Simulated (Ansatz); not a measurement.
Input of an Ansatz 0.2.0 run:

input.yaml

```yaml
crystal:
  lattice:
    - [5.118, 0.0, 0.0]
    - [0.0, 5.1857, 0.0]
    - [-0.8586630598, 0.0, 5.2138671406]
  atoms:
    - { symbol: Hf, position: [0.2755, 0.4603, 0.708] }
    - { symbol: Hf, position: [0.7245, 0.9603, 0.792] }
    - { symbol: Hf, position: [0.7245, 0.5397, 0.292] }
    - { symbol: Hf, position: [0.2755, 0.0397, 0.208] }
    - { symbol: O, position: [0.0742, 0.1684, 0.8467] }
    - { symbol: O, position: [0.9258, 0.6684, 0.6533] }
    - { symbol: O, position: [0.9258, 0.8316, 0.1533] }
    - { symbol: O, position: [0.0742, 0.3316, 0.3467] }
    - { symbol: O, position: [0.4487, 0.7419, 0.9801] }
    - { symbol: O, position: [0.5513, 0.2419, 0.5199] }
    - { symbol: O, position: [0.5513, 0.2581, 0.0199] }
    - { symbol: O, position: [0.4487, 0.7581, 0.4801] }
hamiltonian:
  xc: pbe
  pseudopotentials: { kind: paw }
kpoints:
  mp_grid: { grid: [4, 4, 4] }
scf:
  occupations: { method: fermi_dirac, width: 0.05 }
output:
  forces: true
  stress: true
  eigenvalues: true
```

Potentials or basis: Ansatz PAW.

Run with:

```sh
$ ansatz run input.yaml --threads 2 --pin off --max-ram 5120MiB --backend cpu --events-out ev --progress --plain --runs-dir out
```

Estimate the pressure.

5.9 GPa.

Estimate the largest force.

0.482 eV/Å.

Stress tensor (GPa, compression positive):
```
5.84 0.00 0.47
0.00 5.23 0.00
0.47 0.00 6.53
```

Caveat: the pressure holds a Pulay correction of +0.8 GPa for the finite cutoff; spin-orbit coupling is left out, which moves the levels of the heavy elements.

**Experimental background.**

From “Temperature dependence of self-trapped exciton luminescence in nanostructured hafnia powder”, 2021, arxiv:2112.02602, for a bulk crystal of HfO2: band gap 5.54 eV (indirect).

A measured gap of HfO2 is 5.54 eV (indirect; quoted in “Temperature dependence of self-trapped exciton luminescence in nanostructured hafnia powder”, 2021, arxiv:2112.02602); the calculated 4.15 eV misses it by -1.39 eV. Spin-orbit coupling on Hf is left out. The value is that of PBE on a finite k mesh, which can miss the band edges, without temperature or zero-point motion. Semilocal functionals fall short of measured gaps as a rule.
